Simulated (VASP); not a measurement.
# Mo (Im-3m) in VASP: a series of runs

The runs below take Mo through relaxation of cell and atoms, with r2SCAN, PBE+D3(BJ), PBEsol.

All numbers are computed with VASP 6.6.1; they aren't measurements. Logs are shortened: lines on timing, memory, paths and dates and some standing lists are left out, and cuts for length are marked.

## (1) Starting point

Symmetry: Im-3m, No. 229, cubic system. Conventional cell: a = 3.155 Å, b = 3.155 Å, c = 3.155 Å, α = 90.00°, β = 90.00°, γ = 90.00°. Mo (site symmetry m-3m) has 8 Mo at 2.73 Å as nearest neighbours.

## (2) Relaxation of cell and atoms, r2SCAN

INCAR reads:

```
PREC     = Accurate       # precision mode
ENCUT    = 600            # plane-wave cutoff, eV
EDIFF    = 1E-7           # SCF threshold, eV
ISMEAR   = 1              # smearing method
SIGMA    = 0.1            # smearing width, eV
LREAL    = False          # projectors in reciprocal space
LASPH    = True           # aspherical terms in the spheres
NELM     = 80             # most SCF steps
ALGO     = Normal         # electronic algorithm
ISIF     = 3              # what is computed and relaxed
LWAVE    = False          # write WAVECAR
LCHARG   = False          # write CHGCAR
METAGGA  = R2SCAN         # meta-GGA
LMIXTAU  = True         
IBRION   = 2              # ionic algorithm
NSW      = 90             # ionic steps
EDIFFG   = -0.005         # ionic threshold
```

KPOINTS reads:

```
Automatic mesh
0
Gamma
  20 20 20
```

POSCAR reads:

```
Mo                                      
1.0
   -1.5775047220      1.5775047220      1.5775047220
    1.5775047220     -1.5775047220      1.5775047220
    1.5775047220      1.5775047220     -1.5775047220
  Mo            
     1
Direct
     0.0000000000000000    0.0000000000000000    0.0000000000000000
```

Potentials or basis: VASP PAW PBE potentials, release 64 (Mo_sv).

The run is started by

```bash
cat potpaw_PBE.64/Mo_sv/POTCAR > POTCAR
mpirun -np 1 vasp_std > vasp.out
```

OUTCAR:

```text
PREC = Accurate
   ENCUT = 600
   EDIFF = 1E-7
   ISMEAR = 1
   LREAL = False
   LASPH = True
   NELM = 80
   ISIF = 3
   METAGGA = R2SCAN
   IBRION = 2
   NSW = 90
   EDIFFG = -0.005

 ion  position               nearest neighbor table
   1  0.000  0.000  0.000-

  LATTYP: Found a body centered cubic cell.
 ALAT       =     3.1550094440

  Lattice vectors:

 A1 = (  -1.5775047220,   1.5775047220,   1.5775047220)
 A2 = (   1.5775047220,  -1.5775047220,   1.5775047220)
 A3 = (   1.5775047220,   1.5775047220,  -1.5775047220)

Analysis of symmetry for initial positions (statically):
=====================================================================
 Subroutine PRICEL returns:
 Original cell was already a primitive cell.

 Routine SETGRP: Setting up the symmetry group for a
 body centered cubic supercell.

 Subroutine GETGRP returns: Found 48 space group operations
 (whereof 48 operations were pure point group operations)
 out of a pool of 48 trial point group operations.

The static configuration has the point symmetry O_h .

Analysis of symmetry for dynamics (positions and initial velocities):
=====================================================================
 Subroutine PRICEL returns:
 Original cell was already a primitive cell.

 Routine SETGRP: Setting up the symmetry group for a
 body centered cubic supercell.

 Subroutine GETGRP returns: Found 48 space group operations
 (whereof 48 operations were pure point group operations)
 out of a pool of 48 trial point group operations.

The dynamic configuration has the point symmetry O_h .

 Subroutine INISYM returns: Found 48 space group operations
 (whereof 48 operations are pure point group operations),
 and found     1 'primitive' translations

----------------------------------------------------------------------------------------

                                     Primitive cell

  volume of cell :      15.7026

  direct lattice vectors                    reciprocal lattice vectors
    -1.577504722  1.577504722  1.577504722     0.000000000  0.316956262  0.316956262
     1.577504722 -1.577504722  1.577504722     0.316956262  0.000000000  0.316956262
     1.577504722  1.577504722 -1.577504722     0.316956262  0.316956262  0.000000000

  length of vectors
     2.732318328  2.732318328  2.732318328     0.448243844  0.448243844  0.448243844

  position of ions in fractional coordinates (direct lattice)
     0.000000000  0.000000000  0.000000000

  ion indices of the primitive-cell ions
   primitive index   ion index
                 1           1

----------------------------------------------------------------------------------------

 KPOINTS: Automatic mesh

Automatic generation of k-mesh.
 Grid dimensions read from file:
 generate k-points for:   20   20   20

 Generating k-lattice:

  Cartesian coordinates                     Fractional coordinates (reciprocal lattice)
     0.000000000  0.015847813  0.015847813     0.050000000  0.000000000  0.000000000
     0.015847813  0.000000000  0.015847813     0.000000000  0.050000000  0.000000000
     0.015847813  0.015847813  0.000000000     0.000000000  0.000000000  0.050000000

  Length of vectors
     0.022412192  0.022412192  0.022412192

  Shift w.r.t. Gamma in fractional coordinates (k-lattice)
     0.000000000  0.000000000  0.000000000

 Subroutine IBZKPT returns following result:
 ===========================================

 Found    256 irreducible k-points:

 Following reciprocal coordinates:
            Coordinates               Weight
  0.000000  0.000000  0.000000      1.000000
  0.050000  0.000000  0.000000     12.000000
  0.100000  0.000000  0.000000     12.000000
  0.150000  0.000000  0.000000     12.000000
  0.200000  0.000000  0.000000     12.000000
  0.250000  0.000000  0.000000     12.000000
[... 16 lines left out ...]
  0.200000  0.100000  0.000000     48.000000
  0.250000  0.100000  0.000000     48.000000
 [... further k-points ...]
   k-points           NKPTS =    256   k-points in BZ     NKDIM =    256   number of bands    NBANDS=     11
   number of dos      NEDOS =    301   number of ions     NIONS =      1
   total plane-waves  NPLWV =  13824
   dimension x,y,z NGX =    24 NGY =   24 NGZ =   24
   dimension x,y,z NGXF=    48 NGYF=   48 NGZF=   48
   ions per type =               1
   NGX,Y,Z   is equivalent  to a cutoff of  14.60, 14.60, 14.60 a.u.
   NGXF,Y,Z  is equivalent  to a cutoff of  29.21, 29.21, 29.21 a.u.
 SYSTEM =  unknown system
   PREC   = accura    normal or accurate (medium, high low for compatibility)
   ISTART =      0    job   : 0-new  1-cont  2-samecut
   ICHARG =      2    charge: 1-file 2-atom 10-const
   ISPIN  =      1    spin polarized calculation?
   LNONCOLLINEAR =      F non collinear calculations
   LSORBIT =      F    spin-orbit coupling
   LASPH  =      T    aspherical Exc in radial PAW
   ENCUT  =  600.0 eV  44.10 Ry    6.64 a.u.   5.46  5.46  5.46*2*pi/ulx,y,z
   NELM   =     80;   NELMIN=  2; NELMDL= -5     # of ELM steps
   EDIFF  = 0.1E-06   stopping-criterion for ELM
   LREAL  =      F    real-space projection
   EDIFFG = -.5E-02   stopping-criterion for IOM
   NSW    =     90    number of steps for IOM
   IBRION =      2    ionic relax: 0-MD 1-quasi-New 2-CG
   NFREE  =      1    steps in history (QN), initial steepest desc. (CG)
   ISIF   =      3    stress and relaxation
   ISYM   =      2    0-nonsym 1-usesym 2-fastsym
   POTIM  = 0.5000    time-step for ionic-motion
   TEBEG  =    0.0;   TEEND  =   0.0 temperature during run
   PSTRESS=    0.0 pullay stress
   NELECT =      14.0000    total number of electrons
   NUPDOWN=      -1.0000    fix difference up-down
   EMIN   =  10.00;   EMAX   =-10.00  energy-range for DOS
   EFERMI =   0.00;   METHOD = LEGACY
   ISMEAR =     1;   SIGMA  =   0.10  broadening in eV -4-tet -1-fermi 0-gaus
   EFERMI_NEDOS =   21; number of points for ismear=-14 and -15
   IALGO  =     38    algorithm
   IMIX   =      4    mixing-type and parameters
     AMIX     =   0.40;   BMIX     =  1.00
     AMIX_MAG =   1.60;   BMIX_MAG =  1.00
  volume/ion in A,a.u.               =      15.70       105.97
  Fermi-wavevector in a.u.,A,eV,Ry     =   1.575652  2.977550 33.778882  2.482678
  Thomas-Fermi vector in A             =   2.676603
   LORBIT       =      0    0 simple, 1 ext, 2 COOP (PROOUT), +10 PAW based schemes
   METAGGA = R2SCAN    functional components
   LHFCALC =     F    Hartree Fock is set to
   AEXX    =    0.0000 exact exchange contribution
   IVDW    =     0    specifies the selected vdW correction
   LEPSILON=     F    determine dielectric tensor
   LRPA    =     F    only Hartree local field effects (RPA)
 conjugate gradient relaxation of ions
 non-spin polarized calculation
 Methfessel and Paxton  Order N= 1 SIGMA  =   0.10
  energy-cutoff  :      600.00
  volume of cell :       15.70
 maximum number of plane-waves:       543
 NGX is ok and might be reduce to    24
   NGX = 11   NGY = 11   NGZ = 11

 number of electron      14.0000002 magnetization

 Free energy of the ion-electron system (eV)
  ---------------------------------------------------
  ext. energy  EPLUGINS =         0.00000000
  ---------------------------------------------------
  free energy    TOTEN  =       -26.07869212 eV

  energy without entropy =      -26.07900982  energy(sigma->0) =      -26.07879802

 E-fermi :  12.5146     XC(G=0): -14.6091

 val. band max:       12.4694273866   @ k =  -0.2000   0.2000   0.1500
 cond. band min:      12.5183854512   @ k =  -0.4500   0.5000   0.0500
 fundamental gap:      0.0489580646
 Fermi energy:        12.5145527375

 k-point     1 :       0.0000    0.0000    0.0000
  band No.  band energies     occupation
      1     -50.7493      2.00000
      2     -23.2318      2.00000
      3     -23.2318      2.00000
      4     -23.2318      2.00000
      5       4.8272      2.00000
      6      11.0605      2.00000
      7      11.0605      2.00000
      8      11.0605      2.00000
      9      14.3803     -0.00000
     10      14.3803     -0.00000
     11      27.9662      0.00000

 k-point     2 :       0.0500    0.0000    0.0000
  band No.  band energies     occupation
      1     -50.7424      2.00000
      2     -23.2708      2.00000
      3     -23.2437      2.00000
      4     -23.2321      2.00000
      5       4.9438      2.00000
      6      10.9939      2.00000
      7      11.0494      2.00000
      8      11.1686      2.00000
      9      14.2788     -0.00000
     10      14.3809     -0.00000
     11      28.0539      0.00000

 k-point     3 :       0.1000    0.0000    0.0000
  band No.  band energies     occupation
      1     -50.7224      2.00000
      2     -23.3832      2.00000
      3     -23.2783      2.00000
      4     -23.2329      2.00000
      5       5.2801      2.00000
      6      10.8064      2.00000
      7      11.0043      2.00000
      8      11.4891      2.00000
      9      14.0395     -0.00000
     10      14.3868     -0.00000
     11      28.2738      0.00000

 k-point     4 :       0.1500    0.0000    0.0000
  band No.  band energies     occupation
      1     -50.6911      2.00000
      2     -23.5558      2.00000
      3     -23.3316      2.00000
      4     -23.2342      2.00000
      5       5.7917      2.00000
      6      10.5294      2.00000
      7      10.9070      2.00000
      8      12.0109      2.00000
      9      13.8100     -0.00000
     10      14.4076     -0.00000
     11      28.4802      0.00000
[... 239 lines left out ...]
 k-point    22 :       0.1500    0.1000    0.0000
  band No.  band energies     occupation
      1     -50.6356      2.00000
      2     -23.8384      2.00000
      3     -23.3960      2.00000
      4     -23.2806      2.00000
      5       6.6735      2.00000
      6      10.2240      2.00000
      7      10.4499      2.00000
      8      13.1741     -0.00000
      9      13.4813     -0.00000
     10      14.6588      0.00000
     11      28.9256      0.00000

 k-point    23 :       0.2000    0.1000    0.0000
  band No.  band energies     occupation
      1     -50.5933      2.00000
      2     -24.0423      2.00000
      3     -23.4772      2.00000
      4     -23.2865      2.00000
      5       7.2086      2.00000
      6       9.8959      2.00000
      7      10.4228      2.00000
      8      13.5003     -0.00000
      9      14.0973     -0.00000
     10      14.7940      0.00000
     11      28.3147      0.00000

 k-point    24 :       0.2500    0.1000    0.0000
  band No.  band energies     occupation
      1     -50.5508      2.00000
      2     -24.2410      2.00000
      3     -23.5608      2.00000
      4     -23.2907      2.00000
      5       7.4960      2.00000
      6       9.5931      2.00000
      7      10.7164      2.00000
      8      13.6719     -0.00000
      9      14.8612      0.00000
     10      15.1790      0.00000
     11      27.3928      0.00000

 [... further k-points ...]

------------------------ aborting loop because EDIFF is reached ----------------------------------------

  FORCE on cell =-STRESS in cart. coord.  units (eV):
  Direction    XX          YY          ZZ          XY          YZ          ZX
  --------------------------------------------------------------------------------------
  -------------------------------------------------------------------------------------
  Total       -0.0012193     -0.0012193     -0.0012193     -0.0000000     -0.0000000      0.0000000
  in kB       -0.1244100     -0.1244100     -0.1244100     -0.0000000     -0.0000000      0.0000000
  external PRESSURE =      -0.1244100 kB  Pullay stress =       0.0000000 kB

 VOLUME and BASIS-vectors are now :
 -----------------------------------------------------------------------------
  energy-cutoff  :      600.00
  volume of cell :       15.70
      direct lattice vectors                 reciprocal lattice vectors
    -1.577504722  1.577504722  1.577504722     0.000000000  0.316956262  0.316956262
     1.577504722 -1.577504722  1.577504722     0.316956262  0.000000000  0.316956262
     1.577504722  1.577504722 -1.577504722     0.316956262  0.316956262  0.000000000

 POSITION                                       TOTAL-FORCE (eV/Angst)
 -----------------------------------------------------------------------------------
      0.00000      0.00000      0.00000         0.000000      0.000000      0.000000
 -----------------------------------------------------------------------------------
    total drift:                                0.000000      0.000000      0.000000

  FREE ENERGIE OF THE ION-ELECTRON SYSTEM (eV)
  ---------------------------------------------------
  free  energy   TOTEN  =       -26.0786921185 eV

  energy  without entropy=      -26.0790098184  energy(sigma->0) =      -26.07879802

 reached required accuracy - stopping structural energy minimisation
```

Run time: 77 s. Hardware: 1 thread of Intel Xeon 6975P-C (Granite Rapids), shared host; peak memory 0.18 GiB.

Results:

```yaml
Free_energy: -26.0787 eV
Pressure_after_relaxing: 0.0 GPa
Band_gap_on_the_k_mesh: none (metal or under the smearing width)
```

Final structure:
```yaml
crystal:
  lattice:
    - [-1.57750, 1.57750, 1.57750]
    - [1.57750, -1.57750, 1.57750]
    - [1.57750, 1.57750, -1.57750]
  atoms:
    - { symbol: Mo, position: [0.00000, 0.00000, 0.00000] }
```

Levels at points of the mesh, in eV from the Fermi level:
| k point | band 3 | band 4 | band 5 | band 6 | band 7 | band 8 | band 9 | band 10 | band 11 |
| --- | --- | --- | --- | --- | --- | --- | --- | --- | --- |
| (0.00, 0.00, 0.00) | -35.75 | -35.75 | -7.69 | -1.45 | -1.45 | -1.45 | 1.87 | 1.87 | 15.45 |
| (0.50, 0.00, 0.00) | -36.22 | -35.76 | -5.61 | -3.60 | 1.52 | 1.84 | 2.54 | 4.86 | 12.13 |
| (0.50, 0.50, 0.50) | -36.77 | -36.77 | -5.65 | -5.65 | 4.08 | 4.08 | 4.08 | 9.40 | 9.40 |

Caveat: the relaxation stopped at its first step, so nothing moved; the PAW data sets were made with another functional, which shifts forces and pressure a little.

(Part 1 of 2 ends here.)
